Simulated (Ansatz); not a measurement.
## Deforming Cs

```
Cs
1.0
     0.00000    3.94834    3.94834
     3.94834    0.00000    3.94834
     3.94834    3.94834    0.00000
Cs
1
Direct
  0.00000 0.00000 0.00000
```

The cell is the one relaxed in the Materials Project (mp-1055940), not relaxed further here; entries there can be hypothetical.

Spin–orbit coupling is left out, though it moves levels of the heavy atoms by tenths of an eV or more.

All numbers below come from Ansatz 0.2.0, DFT, LDA, all-electron LAPW, scalar-relativistic.

Sampling and basis: a Γ-centred 8×8×8 k mesh, Fermi–Dirac smearing of 0.08 eV, basis error target 0.25 meV/atom, no spin polarisation.

The unchanged cell is at -0.39 GPa, so energy changes include a term −P ΔV where the volume moves.

In a metal, stresses and small energies carry noise from the k mesh.

x, y and z are the Cartesian axes of the cell as listed; fractional coordinates follow a strain, and an engineering shear is twice the off-diagonal strain component.

With equal xy, yz and zx engineering shear strains of +4 %: energy change +1 meV/atom; stress change (xx, yy, zz, yz, xz, xy) 0.01, 0.01, 0.01, -0.03, -0.03, -0.03 GPa, compression positive.

Question: With this change (z strained by -1.5 % at fixed volume), what becomes of the energy and stress?

Answer: Energy change under 1 meV/atom; stress change (xx, yy, zz, yz, xz, xy) 0.00, 0.00, 0.00, 0.00, 0.00, 0.00 GPa, compression positive.
